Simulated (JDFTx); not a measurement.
# Ag (Fm-3m) in JDFTx: equation of state

How stiff is Ag in PBEsol, and what volume does it want? The cell is scaled to several volumes.

Everything below comes from runs of JDFTx 1.7.0 (patched build). Logs are shortened: lines on timing, memory, paths and dates and some standing lists are left out, and cuts for length are marked. The log counts tension as positive stress, the text compression.

### 1 The structure

Symmetry: Fm-3m, No. 225, cubic system. The conventional cell has a = 4.085 Å, b = 4.085 Å, c = 4.085 Å, α = 90.00°, β = 90.00°, γ = 90.00°. Ag (site symmetry m-3m) is surrounded by 12 Ag at 2.89 Å.

### 2 Equation of state, PBEsol, 16.03 Å³/atom (volume scaled by 0.94)

The input, Ag.in:

```
lattice \
    0.0000000000     3.7814355614     3.7814355614 \
    3.7814355614     0.0000000000     3.7814355614 \
    3.7814355614     3.7814355614     0.0000000000
coords-type Lattice
ion Ag     0.0000000000     0.0000000000     0.0000000000 1

ion-species pseudo/Ag.upf
elec-cutoff 41
elec-ex-corr gga-PBEsol
kpoint-folding 11 11 11
elec-smearing Fermi 0.0018374661
elec-n-bands 15
electronic-SCF nIterations 100 energyDiffThreshold 1e-09
electronic-minimize nIterations 30 energyDiffThreshold 1e-7
forces-output-coords Cartesian

dump-name run.$VAR
dump End Ecomponents EigStats BandEigs Kpoints Forces Stress
```

Potentials or basis: PseudoDojo-SR-PBEsol-0.4.1-standard with smoothed tails.

Launch:

```bash
$ jdftx -c 1 -i Ag.in -o Ag.out
```

The log of the run:

```text
*************** JDFTx 1.7.0 (patched build) ***************

Input parsed successfully to the following command list (including defaults):
[... the input with its defaults ...]

---------- Setting up symmetries ----------

Found 48 point-group symmetries of the bravais lattice
Found 48 space-group symmetries with basis
Applied RMS atom displacement 0 bohrs to make symmetries exact.

---------- Initializing the Grid ----------
R =
[            0      3.78144      3.78144  ]
[      3.78144            0      3.78144  ]
[      3.78144      3.78144            0  ]
unit cell volume = 108.143
G =
[  -0.830794   0.830794   0.830794  ]
[   0.830794  -0.830794   0.830794  ]
[   0.830794   0.830794  -0.830794  ]
Minimum fftbox size, Smin = [  32  32  32  ]
Chosen fftbox size, S = [  32  32  32  ]

---------- Exchange Correlation functional ----------
Initalized PBEsol GGA exchange.
Initalized PBEsol GGA correlation.

---------- Setting up pseudopotentials ----------
Width of ionic core gaussian charges (only for fluid interactions / plotting) set to 0

Reading pseudopotential file 'pseudo/Ag.upf':
  'Ag' pseudopotential, 'PBESOL' functional
  Generated using ONCVPSP code by D. R. Hamann
  19 valence electrons, 4 orbitals, 6 projectors, 1001 radial grid points, with lMax = 2
    4S    l: 0   occupation:  2.0   eigenvalue: -3.490036
    4P    l: 1   occupation:  6.0   eigenvalue: -2.150336
    4D    l: 2   occupation: 10.0   eigenvalue: -0.273895
    5S    l: 0   occupation:  1.0   eigenvalue: -0.162475
  Core radius for overlap checks: 1.53 bohrs.

Initialized 1 species with 1 total atoms.

Folded 1 k-points by 11x11x11 to 1331 k-points.

---------- Setting up k-points, bands, fillings ----------
Reduced to 56 k-points under symmetry.
Computing the number of bands and number of electrons
Calculating initial fillings.
nElectrons:  19.000000   nBands: 15   nStates: 56

----- Setting up reduced wavefunction bases (one per k-point) -----
average nbasis = 1355.933 , ideal nbasis = 1356.032

---------- Setting up ewald sum ----------
Optimum gaussian width for ewald sums = 1.927787 bohr.
Real space sum over 2197 unit cells with max indices [  6  6  6  ]
Reciprocal space sum over 2197 terms with max indices [  6  6  6  ]

---------- Allocating electronic variables ----------
Initializing wave functions:  linear combination of atomic orbitals
Note: number of bands (15) exceeds available atomic orbitals (10)
Ag pseudo-atom occupations:   s ( 2 1 )  p ( 6 )  d ( 10 )
	FillingsUpdate:  mu: +0.689876679  nElectrons: 19.000000
LCAOMinimize: Iter:   0  F: -147.3741294758869174  |grad|_K:  2.124e-03  alpha:  1.000e+00
	FillingsUpdate:  mu: +0.710017445  nElectrons: 19.000000
LCAOMinimize: Iter:   1  F: -147.3869938504571167  |grad|_K:  1.390e-04  alpha:  5.012e-01  linmin:  3.207e-01  cgtest: -1.046e+00
LCAOMinimize: 	Bad step direction: g.d > 0.
[... 8 lines of inner loops ...]
LCAOMinimize: Encountered beta<0, resetting CG.
	FillingsUpdate:  mu: +0.708708795  nElectrons: 19.000000
LCAOMinimize: Iter:   5  F: -147.3870542576551941  |grad|_K:  3.547e-08  alpha:  4.888e-01  linmin:  9.414e-05  cgtest: -4.272e-04
LCAOMinimize: Converged (|Delta F|<1.000000e-06 for 2 iters).

-------- Electronic minimization -----------
Will mix electronic density at each iteration.
	FillingsUpdate:  mu: +0.708708795  nElectrons: 19.000000
	FillingsUpdate:  mu: +0.692579222  nElectrons: 19.000000
SCF: Cycle:  0   F: -147.396843629828993   dF: -9.789e-03   |Residual|: 2.777e-02   |deigs|: 3.746e-01
	FillingsUpdate:  mu: +0.693684338  nElectrons: 19.000000
SCF: Cycle:  1   F: -147.397274851804781   dF: -4.312e-04   |Residual|: 6.959e-03   |deigs|: 8.081e-03
	FillingsUpdate:  mu: +0.693514816  nElectrons: 19.000000
SCF: Cycle:  2   F: -147.397278511674244   dF: -3.660e-06   |Residual|: 2.774e-03   |deigs|: 5.022e-04
	FillingsUpdate:  mu: +0.693376507  nElectrons: 19.000000
SCF: Cycle:  3   F: -147.397279246931618   dF: -7.353e-07   |Residual|: 5.000e-04   |deigs|: 3.203e-04
	FillingsUpdate:  mu: +0.693372307  nElectrons: 19.000000
SCF: Cycle:  4   F: -147.397279287703640   dF: -4.077e-08   |Residual|: 2.201e-04   |deigs|: 1.153e-04
	FillingsUpdate:  mu: +0.693365788  nElectrons: 19.000000
SCF: Cycle:  5   F: -147.397279313374383   dF: -2.567e-08   |Residual|: 2.753e-05   |deigs|: 1.122e-04
	FillingsUpdate:  mu: +0.693365466  nElectrons: 19.000000
SCF: Cycle:  6   F: -147.397279315015766   dF: -1.641e-09   |Residual|: 2.415e-05   |deigs|: 9.189e-05
	FillingsUpdate:  mu: +0.693366580  nElectrons: 19.000000
SCF: Cycle:  7   F: -147.397279315897407   dF: -8.816e-10   |Residual|: 1.811e-05   |deigs|: 4.744e-04
	FillingsUpdate:  mu: +0.693366674  nElectrons: 19.000000
SCF: Cycle:  8   F: -147.397279315880013   dF: +1.739e-11   |Residual|: 2.355e-05   |deigs|: 1.315e-04
	FillingsUpdate:  mu: +0.693366192  nElectrons: 19.000000
SCF: Cycle:  9   F: -147.397279316115089   dF: -2.351e-10   |Residual|: 3.999e-06   |deigs|: 6.208e-05
	FillingsUpdate:  mu: +0.693366192  nElectrons: 19.000000
SCF: Cycle: 10   F: -147.397279316118954   dF: -3.865e-12   |Residual|: 3.964e-06   |deigs|: 1.200e-05
SCF: Converged (|Delta E|<1.000000e-09 for 2 iters).

Setting wave functions to eigenvectors of Hamiltonian

# Stress tensor in Cartesian coordinates [Eh/a0^3]:
[ -0.000156822            0            0  ]
[            0 -0.000156822            0  ]
[            0            0 -0.000156822  ]

# Ionic positions in lattice coordinates:
ion Ag   0.000000000000000   0.000000000000000   0.000000000000000 1

# Forces in Cartesian coordinates:
force Ag  -0.000000000000000   0.000000000000000   0.000000000000000 1

# Energy components:
   Eewald =     -109.4250570901111104
       EH =       34.0409396948777072
     Eloc =     -107.3484746166039940
      Enl =       -2.0360570481433826
      Exc =      -23.0211874218509820
 Exc_core =        7.5008363397563995
       KE =       52.8917873642442160
-------------------------------------
     Etot =     -147.3972127778311574
       TS =        0.0000665382878063
-------------------------------------
        F =     -147.3972793161189543

IonicMinimize: Iter:   0  F: -147.397279316118954  |grad|_K:  0.000e+00
IonicMinimize: Converged (|grad|_K<1.000000e-04).

#--- Lowdin population analysis ---
# oxidation-state Ag +0.142

Dumping 'run.eigStats' ...
	eMin: -2.695741 at state 0 ( [ +0.000000 +0.000000 +0.000000 ] spin 0 )
	HOMO: +0.690296 at state 11 ( [ +0.000000 +0.090909 -0.454545 ] spin 0 )
	mu  : +0.693366
	LUMO: +0.696122 at state 31 ( [ +0.000000 +0.363636 +0.454545 ] spin 0 )
	eMax: +1.656346 at state 28 ( [ +0.000000 +0.272727 -0.363636 ] spin 0 )
	HOMO-LUMO gap: +0.005826
	Optical gap  : +0.113314 at state 31 ( [ +0.000000 +0.363636 +0.454545 ] spin 0 )
Done!
[note: the HOMO, LUMO and gaps printed at the end count levels as full or empty at half filling, so they show a gap where a level is partly filled]
```

Run time: 23 s. Hardware: 1 thread of Arm Neoverse V2, shared host; peak memory 0.07 GiB.

What came out:

```
Free energy            : -4010.8843 eV
Pressure               : 4.6 GPa
Band gap on the k mesh : none (metal or under the smearing width)
```

### 3 Equation of state, PBEsol, 16.37 Å³/atom (volume scaled by 0.96)

The input, Ag.in:

```
lattice \
    0.0000000000     3.8080662666     3.8080662666 \
    3.8080662666     0.0000000000     3.8080662666 \
    3.8080662666     3.8080662666     0.0000000000
coords-type Lattice
ion Ag     0.0000000000     0.0000000000     0.0000000000 1

ion-species pseudo/Ag.upf
elec-cutoff 41
elec-ex-corr gga-PBEsol
kpoint-folding 11 11 11
elec-smearing Fermi 0.0018374661
elec-n-bands 15
electronic-SCF nIterations 100 energyDiffThreshold 1e-09
electronic-minimize nIterations 30 energyDiffThreshold 1e-7
forces-output-coords Cartesian

dump-name run.$VAR
dump End Ecomponents EigStats BandEigs Kpoints Forces Stress ElecDensity Dtot KEdensity
```

Potentials or basis: PseudoDojo-SR-PBEsol-0.4.1-standard with smoothed tails.

Launch:

```bash
$ jdftx -c 1 -i Ag.in -o Ag.out
```

It took 21 s on 1 thread of Arm Neoverse V2, shared host; peak memory 0.07 GiB.

The run converged. Its results:

```yaml
Free_energy: -4010.8914 eV
Pressure: 1.7 GPa
Band_gap_on_the_k_mesh: none (metal or under the smearing width)
```

### 4 Equation of state, PBEsol, 16.71 Å³/atom (volume scaled by 0.98)

Ag.in: that of step 3 with these lines changed.

```diff
@@ -1,5 +1,5 @@
 lattice \
-    0.0000000000     3.8080662666     3.8080662666 \
-    3.8080662666     0.0000000000     3.8080662666 \
-    3.8080662666     3.8080662666     0.0000000000
+    0.0000000000     3.8343296227     3.8343296227 \
+    3.8343296227     0.0000000000     3.8343296227 \
+    3.8343296227     3.8343296227     0.0000000000
 coords-type Lattice
```

Launch:

```bash
$ jdftx -c 1 -i Ag.in -o Ag.out
```

Run time: 24 s. Hardware: 1 thread of Arm Neoverse V2, shared host; peak memory 0.07 GiB.

The run converged. Its results:

```yaml
Free_energy: -4010.8926 eV
Pressure: -0.9 GPa
Band_gap_on_the_k_mesh: none (metal or under the smearing width)
```

### 5 Equation of state, PBEsol, 17.05 Å³/atom

Ag.in: that of step 4 with these lines changed.

```diff
@@ -1,5 +1,5 @@
 lattice \
-    0.0000000000     3.8343296227     3.8343296227 \
-    3.8343296227     0.0000000000     3.8343296227 \
-    3.8343296227     3.8343296227     0.0000000000
+    0.0000000000     3.8602380411     3.8602380411 \
+    3.8602380411     0.0000000000     3.8602380411 \
+    3.8602380411     3.8602380411     0.0000000000
 coords-type Lattice
```

Launch:

```bash
$ jdftx -c 1 -i Ag.in -o Ag.out
```

Run time: 21 s. Hardware: 1 thread of Arm Neoverse V2, shared host; peak memory 0.07 GiB.

Results (log left out):

* Free energy: -4010.8886 eV
* Pressure: -3.1 GPa
* Band gap on the k mesh: none (metal or under the smearing width)

### 6 Equation of state, PBEsol, 17.39 Å³/atom (volume scaled by 1.02)

Ag.in: that of step 5 with these lines changed.

```diff
@@ -1,5 +1,5 @@
 lattice \
-    0.0000000000     3.8602380411     3.8602380411 \
-    3.8602380411     0.0000000000     3.8602380411 \
-    3.8602380411     3.8602380411     0.0000000000
+    0.0000000000     3.8858032765     3.8858032765 \
+    3.8858032765     0.0000000000     3.8858032765 \
+    3.8858032765     3.8858032765     0.0000000000
 coords-type Lattice
```

Potentials or basis: PseudoDojo-SR-PBEsol-0.4.1-standard with smoothed tails.

Launch:

```bash
$ jdftx -c 1 -i Ag.in -o Ag.out
```

It took 23 s on 1 thread of Arm Neoverse V2, shared host; peak memory 0.08 GiB.

The run converged. Its results:

* Free energy: -4010.8804 eV
* Pressure: -5.0 GPa
* Band gap on the k mesh: none (metal or under the smearing width)

### 7 Equation of state, PBEsol, 17.73 Å³/atom (volume scaled by 1.04)

Ag.in: that of step 6 with these lines changed.

```diff
@@ -1,5 +1,5 @@
 lattice \
-    0.0000000000     3.8858032765     3.8858032765 \
-    3.8858032765     0.0000000000     3.8858032765 \
-    3.8858032765     3.8858032765     0.0000000000
+    0.0000000000     3.9110364724     3.9110364724 \
+    3.9110364724     0.0000000000     3.9110364724 \
+    3.9110364724     3.9110364724     0.0000000000
 coords-type Lattice
```

Launch:

```bash
$ jdftx -c 1 -i Ag.in -o Ag.out
```

Run time: 23 s. Hardware: 1 thread of Arm Neoverse V2, shared host; peak memory 0.08 GiB.

The run converged. Its results:

```
Free energy            : -4010.8683 eV
Pressure               : -6.7 GPa
Band gap on the k mesh : none (metal or under the smearing width)
```

### 8 Equation of state, PBEsol, 18.07 Å³/atom (volume scaled by 1.06)

Ag.in: that of step 7 with these lines changed.

```diff
@@ -1,5 +1,5 @@
 lattice \
-    0.0000000000     3.9110364724     3.9110364724 \
-    3.9110364724     0.0000000000     3.9110364724 \
-    3.9110364724     3.9110364724     0.0000000000
+    0.0000000000     3.9359482043     3.9359482043 \
+    3.9359482043     0.0000000000     3.9359482043 \
+    3.9359482043     3.9359482043     0.0000000000
 coords-type Lattice
```

Launch:

```bash
$ jdftx -c 1 -i Ag.in -o Ag.out
```

Wall time 41 s (1 thread of Arm Neoverse V2, shared host); peak memory 0.08 GiB.

It converged, with:

```
Free energy            : -4010.8530 eV
Pressure               : -8.1 GPa
Band gap on the k mesh : none (metal or under the smearing width)
```

### 9 Equation of state, PBEsol

Potentials or basis: PseudoDojo-SR-PBEsol-0.4.1-standard with smoothed tails.

No new run: the results of the series are fitted here.

Results:

| Item | Value |
| --- | --- |
| Equilibrium volume | 16.61 Å³/atom |
| Bulk modulus | 121 GPa |
| Pressure derivative of the bulk modulus | 6.2 |

Energy against volume, from the lowest point:
```
volume (Å³/atom)  energy (meV/atom)
          16.025               8.26
          16.366               1.19
          16.707               0.00
          17.048               3.91
          17.389              12.19
          17.730              24.27
          18.071              39.54
```
